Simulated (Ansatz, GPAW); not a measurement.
# K₂S with PBE in single-zeta orbitals from a Python script

These are simulated results from GPAW 26.7.0, not measurements. The cell began as a measured structure and was relaxed with r2SCAN in plane waves (Ansatz 0.2.0). All runs are without spin polarisation.

The symmetry is Fm-3m (No. 225, cubic); conventional cell a = 7.405 Å, 33.84 Å³ an atom. K has 4 S at 3.21 Å; S has 8 K at 3.21 Å.

The basis is minimal: single zeta, one radial function for each shell that the log's basis lists. It describes the filled bands fairly and the empty ones poorly.

The script, run.py:

```python
import json
from ase import Atoms
from gpaw import GPAW, PW, FermiDirac

atoms = Atoms(['K', 'K', 'S'],
              cell=[[0.0, 3.70271867, 3.70271867], [3.70271867, 0.0, 3.70271867], [3.70271867, 3.70271867, 0.0]],
              scaled_positions=[[0.25, 0.25, 0.25], [0.75, 0.75, 0.75], [0.0, 0.0, 0.0]],
              pbc=True)
calc = GPAW(mode='lcao', basis='sz(dzp)', h=0.2, xc='PBE', kpts={'size': (4, 4, 4), 'gamma': True},
            occupations=FermiDirac(0.02), maxiter=100, legacy_gpaw=True, txt='gpaw.txt')
atoms.calc = calc
res = {'energy': atoms.get_potential_energy(force_consistent=True)}
res['electrons'] = calc.get_number_of_electrons()
res['k'] = calc.get_ibz_k_points().tolist()
res['levels'] = [calc.get_eigenvalues(kpt=i).tolist() for i in range(len(res['k']))]
points = [[0.0, 0.0, 0.0], [0.5, 0.0, 0.5], [0.625, 0.25, 0.625], [0.375, 0.375, 0.75], [0.5, 0.5, 0.5], [0.5, 0.25, 0.75], [0.0, 0.5, 0.5]]
bands = calc.fixed_density(kpts=points, symmetry='off', txt='bands.txt')
res['points'] = [bands.get_eigenvalues(kpt=i).tolist() for i in range(len(points))]
json.dump(res, open('results.json', 'w'))
print('free energy (eV):', round(res['energy'], 5))
```

Command: `python run.py`. It took 20 s on 1 thread of Arm Neoverse V2, with other jobs on the host, peak memory 0.17 GiB.

The log gpaw.txt, trimmed of paths, versions and times, then the last line on the terminal. An iter line gives the energy in eV and the logarithms of the changes of orbitals (plane waves alone) and density (c: converged):

```
___ ___ ___ _ _ _
 |   |   |_  | | | |

 | | | | | . | | | |

 |__ |  _|___|_____|  26.7.0
 |___|_|

Input parameters:
  basis: sz(dzp)
  h: 0.2
  kpts: {gamma: True,
         size: (4, 4, 4)}
  maxiter: 100
  mode: lcao
  occupations: {fixmagmom: False,
                name: fermi-dirac,
                width: 0.02}
  xc: PBE

System changes: positions, numbers, cell, pbc, initial_charges, initial_magmoms

Initialize ...

species:
  K:
    name:    Potassium
    Z:       19.0
    valence: 9
    core:    10
    charge:  0.0  # [|e|]
    compensation charges:
      type: gauss
      rc: 0.35  # [Å]
      lmax: 2
    cutoffs:
      filter: 1.91  # [Å]
      core: 1.27  # [Å]
    projectors
    | kind |    occ | energy [eV] | rcut [Å] |

    |------|--------|-------------|----------|

    |   3s |  2.000 |     -35.338 |    1.122 |

    |   4s |  1.000 |      -2.319 |    1.122 |

    |   3p |  6.000 |     -18.813 |    1.106 |

    |    p |        |       8.398 |    1.106 |

    |    d |        |       0.000 |    0.937 |

    LCAO basis set for K:
      Name: sz(dzp)
      Number of radial functions: 4
      Number of spherical harmonics: 8
        l=0, rc=4.2656 Bohr: 3s-sz confined orbital
        l=0, rc=13.1094 Bohr: 4s-sz confined orbital
        l=1, rc=5.0312 Bohr: 3p-sz confined orbital
        l=1, rc=16.0000 Bohr: 4p-sz confined orbital
      Number of RI-basis functions 0

  S:
    name:    Sulfur
    Z:       16.0
    valence: 6
    core:    10
    charge:  0.0  # [|e|]
    compensation charges:
      type: gauss
      rc: 0.24  # [Å]
      lmax: 2
    cutoffs:
      filter: 1.77  # [Å]
      core: 1.66  # [Å]
    projectors
    | kind |    occ | energy [eV] | rcut [Å] |

    |------|--------|-------------|----------|

    |   3s |  2.000 |     -17.254 |    0.974 |

    |   3p |  4.000 |      -7.008 |    0.979 |

    |    s |        |       9.957 |    0.974 |

    |    p |        |      20.203 |    0.979 |

    |    d |        |       0.000 |    0.900 |

    LCAO basis set for S:
      Name: sz(dzp)
      Number of radial functions: 2
      Number of spherical harmonics: 4
        l=0, rc=5.5156 Bohr: 3s-sz confined orbital
        l=1, rc=6.9375 Bohr: 3p-sz confined orbital
      Number of RI-basis functions 0

Reference energy: -43622.126334  # eV

Spin-paired calculation

Convergence criteria:
 Maximum [total energy] change in last 3 cyles: 0.0005 eV / valence electron
 Maximum integral of absolute [dens]ity change: 0.0001 electrons / valence electron
 Maximum integral of absolute [eigenst]ate change: 4e-08 eV^2 / valence electron
 Maximum number of scf [iter]ations: 100
 (Square brackets indicate name in SCF output, whereas a 'c' in
 the SCF output indicates the quantity has converged.)

Symmetries present (total): 48

  ( 1  0  0)  ( 1  0  0)  ( 1  0  0)  ( 1  0  0)  ( 1  0 -1)  ( 1  0 -1)
  ( 1  0 -1)  ( 1 -1  0)  ( 0  1  0)  ( 0  0  1)  ( 1  0  0)  ( 1 -1  0)
  ( 1 -1  0)  ( 1  0 -1)  ( 0  0  1)  ( 0  1  0)  ( 1 -1  0)  ( 1  0  0)

  ( 1  0 -1)  ( 1  0 -1)  ( 1 -1  0)  ( 1 -1  0)  ( 1 -1  0)  ( 1 -1  0)
  ( 0  1 -1)  ( 0  0 -1)  ( 1  0  0)  ( 1  0 -1)  ( 0 -1  1)  ( 0 -1  0)
  ( 0  0 -1)  ( 0  1 -1)  ( 1  0 -1)  ( 1  0  0)  ( 0 -1  0)  ( 0 -1  1)

  ( 0  1  0)  ( 0  1  0)  ( 0  1  0)  ( 0  1  0)  ( 0  1 -1)  ( 0  1 -1)
  ( 1  0  0)  ( 0  1 -1)  ( 0  0  1)  (-1  1  0)  ( 1  0 -1)  ( 0  1  0)
  ( 0  0  1)  (-1  1  0)  ( 1  0  0)  ( 0  1 -1)  ( 0  0 -1)  (-1  1  0)

  ( 0  1 -1)  ( 0  1 -1)  ( 0  0  1)  ( 0  0  1)  ( 0  0  1)  ( 0  0  1)
  ( 0  0 -1)  (-1  1  0)  ( 1  0  0)  ( 0  1  0)  ( 0 -1  1)  (-1  0  1)
  ( 1  0 -1)  ( 0  1  0)  ( 0  1  0)  ( 1  0  0)  (-1  0  1)  ( 0 -1  1)

  ( 0  0 -1)  ( 0  0 -1)  ( 0  0 -1)  ( 0  0 -1)  ( 0 -1  1)  ( 0 -1  1)
  ( 1  0 -1)  ( 0  1 -1)  ( 0 -1  0)  (-1  0  0)  ( 1 -1  0)  ( 0  0  1)
  ( 0  1 -1)  ( 1  0 -1)  (-1  0  0)  ( 0 -1  0)  ( 0 -1  0)  (-1  0  1)

  ( 0 -1  1)  ( 0 -1  1)  ( 0 -1  0)  ( 0 -1  0)  ( 0 -1  0)  ( 0 -1  0)
  ( 0 -1  0)  (-1  0  1)  ( 1 -1  0)  ( 0  0 -1)  ( 0 -1  1)  (-1  0  0)
  ( 1 -1  0)  ( 0  0  1)  ( 0 -1  1)  (-1  0  0)  ( 1 -1  0)  ( 0  0 -1)

  (-1  1  0)  (-1  1  0)  (-1  1  0)  (-1  1  0)  (-1  0  1)  (-1  0  1)
  ( 0  1  0)  ( 0  1 -1)  (-1  0  1)  (-1  0  0)  ( 0  0  1)  ( 0 -1  1)
  ( 0  1 -1)  ( 0  1  0)  (-1  0  0)  (-1  0  1)  ( 0 -1  1)  ( 0  0  1)

  (-1  0  1)  (-1  0  1)  (-1  0  0)  (-1  0  0)  (-1  0  0)  (-1  0  0)
  (-1  1  0)  (-1  0  0)  ( 0  0 -1)  ( 0 -1  0)  (-1  1  0)  (-1  0  1)
  (-1  0  0)  (-1  1  0)  ( 0 -1  0)  ( 0  0 -1)  (-1  0  1)  (-1  1  0)

64 k-points: 4 x 4 x 4 Monkhorst-Pack grid + [1/8,1/8,1/8]
8 k-points in the irreducible part of the Brillouin zone
       k-points in crystal coordinates                weights
   0:     0.00000000    0.00000000    0.00000000          1/64
   1:     0.25000000    0.25000000    0.00000000          6/64
   2:     0.25000000    0.25000000    0.25000000          8/64
   3:     0.50000000    0.25000000   -0.25000000          6/64
   4:     0.50000000    0.25000000    0.25000000         12/64
   5:     0.50000000    0.50000000    0.00000000          3/64
   6:     0.50000000    0.50000000    0.25000000         24/64
   7:     0.50000000    0.50000000    0.50000000          4/64

Wave functions: LCAO
  Diagonalizer: Serial LAPACK
  Atomic Correction: dense with blas
  Data-type: complex

Occupation numbers: Fermi-Dirac:
  width: 0.0200  # eV

Eigensolver
   LCAO using direct dense diagonalizer

Densities:
  Coarse grid: 20*20*20 grid
  Fine grid: 40*40*40 grid
  Total Charge: 0.000000

Density mixing:
  Method: separate
  Backend: msr1
  Linear mixing parameter: 0.05
  old densities: 10
  Width of damping distribution: 1.1
  Damping of long wavelength oscillations: 20

Hamiltonian:
  XC and Coulomb potentials evaluated on a 40*40*40 grid
  Using the PBE Exchange-Correlation functional
  Interpolation: tri-quintic (5. degree polynomial)
  Poisson solver: FastPoissonSolver using
    Stencil: 12*3+1=37 point O(h^6) finite-difference Laplacian
    FFT axes: [np.int64(0), np.int64(1), np.int64(2)]
    FST axes: []

XC parameters: PBE with 2 nearest neighbor stencil

Memory estimate:
  Process memory now: 113.21 MiB
  Calculator: 21.48 MiB
    Density: 8.29 MiB
      Arrays: 1.59 MiB
      Localized functions: 5.48 MiB
      Mixer: 1.22 MiB
    Hamiltonian: 1.43 MiB
      Arrays: 1.04 MiB
      XC: 0.00 MiB
      Poisson: 0.00 MiB
      vbar: 0.39 MiB
    Wavefunctions: 11.77 MiB
      C [qnM]: 0.03 MiB
      S, T [2 x qmm]: 0.10 MiB
      P [aqMi]: 0.01 MiB
      BasisFunctions: 11.63 MiB
      Eigensolver: 0.00 MiB

Total number of cores used: 1

Number of atoms: 3
Number of atomic orbitals: 20
Number of bands in calculation: 14
Number of valence electrons: 24
Bands to converge: occupied
Positions:
   0 K      1.851359    1.851359    1.851359    ( 0.0000,  0.0000,  0.0000)
   1 K      5.554078    5.554078    5.554078    ( 0.0000,  0.0000,  0.0000)
   2 S      0.000000    0.000000    0.000000    ( 0.0000,  0.0000,  0.0000)

Unit cell:
           periodic     x           y           z      points  spacing
  1. axis:    yes    0.000000    3.702719    3.702719    20     0.2138
  2. axis:    yes    3.702719    0.000000    3.702719    20     0.2138
  3. axis:    yes    3.702719    3.702719    0.000000    20     0.2138

  Lengths:   5.236435   5.236435   5.236435
  Angles:   60.000000  60.000000  60.000000

Effective grid spacing dv^(1/3) = 0.2333

iter:   1    -8.734339        c
iter:   2    -8.481390        c -1.12
iter:   3    -7.584685        c -1.16
iter:   4    -7.572717        c -1.73
iter:   5    -7.572357        c -1.89
iter:   6    -7.571775c       c -2.89
iter:   7    -7.571724c       c -3.17
iter:   8    -7.571723c       c -3.99
iter:   9    -7.571723c       c -5.03c

Converged after 9 iterations.

Energy contributions relative to reference atoms: (reference = -43622.126334)

Kinetic:        +10.658718
Potential:       -7.642902
External:        +0.000000
XC:             -11.103455
Entropy (-ST):   -0.000000
Local:           +0.515917
SIC:             +0.000000
--------------------------
Free energy:     -7.571723
Extrapolated:    -7.571723

Showing only first 2 kpts
 Kpt  Band  Eigenvalues  Occupancy
  0    10      2.12769    2.00000
  0    11      2.13045    2.00000
  0    12      3.88763    0.00000
  0    13     10.56076    0.00000

  1    10      1.91557    2.00000
  1    11      1.91714    2.00000
  1    12      5.32309    0.00000
  1    13      8.98191    0.00000

Fermi level: 2.82672

Gap: 1.757 eV
Transition (v -> c):
  (s=0, k=0, n=11, [0.00, 0.00, 0.00]) -> (s=0, k=0, n=12, [0.00, 0.00, 0.00])
No difference between direct/indirect transitions

free energy (eV): -7.57172
```

The gap in the log is over the mesh alone; results.json adds the listed points. PBE in single-zeta orbitals gives a gap of 1.76 eV. On the same cell, plane-wave PBE (Ansatz, 6×6×6 k points and the special points) gives a gap of 2.38 eV and r2SCAN a gap of 2.75 eV; on shared hosts these took about 1.8 and 4.7 core-seconds on the 3-atom cell, against 20 for the script. Semilocal gaps usually lie below measured ones.
